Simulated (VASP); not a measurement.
**A VASP 6.6.1 single-point calculation on HgTe**

INCAR

```
LASPH = .TRUE.
LREAL = .FALSE.
ISMEAR = -1
NELM = 95
EDIFF = 1E-7
SIGMA = 0.02
ENCUT = 520
NSW = 0
LWAVE = .FALSE.
METAGGA = RSCAN
PREC = Accurate
ISIF = 2
LCHARG = .FALSE.
IBRION = -1
NBANDS = 16
```

KPOINTS

```
KPOINTS created by Atomic Simulation Environment
0
Gamma
2 2 2
0 0 0
```

POSCAR

```
Hg Te
 1.0000000000000000
     0.0000000000000000    3.2891578873062031    3.2891578873062031
     3.2891578873062031    0.0000000000000000    3.2891578873062031
     3.2891578873062031    3.2891578873062031    0.0000000000000000
 Hg  Te
   1   1
Cartesian
  0.0000000000000000  0.0000000000000000  0.0000000000000000
  1.6445789436531015  1.6445789436531015  1.6445789436531015
```

The recommended PBE PAW datasets give the neutral cell 18 valence electrons.

Command

```
mpirun -np 1 vasp_std
```

Problem. How does this run end, and what does it give?

Solution. It converged. Results: gap between bands v and c on the k mesh 0.00 eV; least direct gap on the k mesh 0.00 eV; pressure 5.1 GPa. Band v is the last that the valence electrons fill when counted band by band, and c is the next.

OSZICAR

```
N       E                     dE             d eps       ncg     rms          rms(c)
DAV:   1    -0.290289628157E+02   -0.29029E+02   -0.80641E+03    96   0.989E+02
DAV:   2    -0.136900722173E+03   -0.10787E+03   -0.99526E+02   104   0.222E+02
DAV:   3    -0.140745585881E+03   -0.38449E+01   -0.38218E+01   120   0.452E+01
DAV:   4    -0.140778469364E+03   -0.32883E-01   -0.32875E-01   136   0.376E+00
DAV:   5    -0.140778548099E+03   -0.78734E-04   -0.78734E-04   128   0.188E-01    0.726E+00
DAV:   6    -0.135920782238E+03    0.48578E+01   -0.27900E+00   112   0.195E+01    0.882E+00
DAV:   7    -0.135907458794E+03    0.13323E-01   -0.12763E-01   104   0.315E+00    0.564E+00
DAV:   8    -0.135907631579E+03   -0.17279E-03   -0.61011E-02    96   0.225E+00    0.135E+00
DAV:   9    -0.135910290638E+03   -0.26591E-02   -0.62871E-03   120   0.512E-01    0.337E-01
DAV:  10    -0.135910276570E+03    0.14068E-04   -0.21108E-03   104   0.457E-01    0.666E-02
DAV:  11    -0.135910300374E+03   -0.23804E-04   -0.94973E-05   112   0.101E-01    0.481E-02
DAV:  12    -0.135910309098E+03   -0.87236E-05   -0.26363E-05   112   0.495E-02    0.123E-02
DAV:  13    -0.135910311395E+03   -0.22968E-05   -0.40944E-06    96   0.166E-02    0.946E-03
DAV:  14    -0.135910311254E+03    0.14092E-06   -0.68915E-08   120   0.211E-03    0.550E-03
DAV:  15    -0.135910311251E+03    0.29729E-08   -0.54250E-08    88   0.247E-03
   1 F= -.13591031E+03 E0= -.13590554E+03  d E =-.954771E-02
```

Standard output (part)

```
POSCAR found type information on POSCAR HgTe
 POSCAR found :  2 types and       2 ions
 LDA part: xc-table for (None), standard interpolation
 POSCAR, INCAR and KPOINTS ok, starting setup
 WAVECAR not read
 entering main loop
```

For comparison, a separate PBEsol run of the intended cell, on usual settings and not on those above, gives a gap of 0.00 eV on its mesh and a pressure of -1.1 GPa.
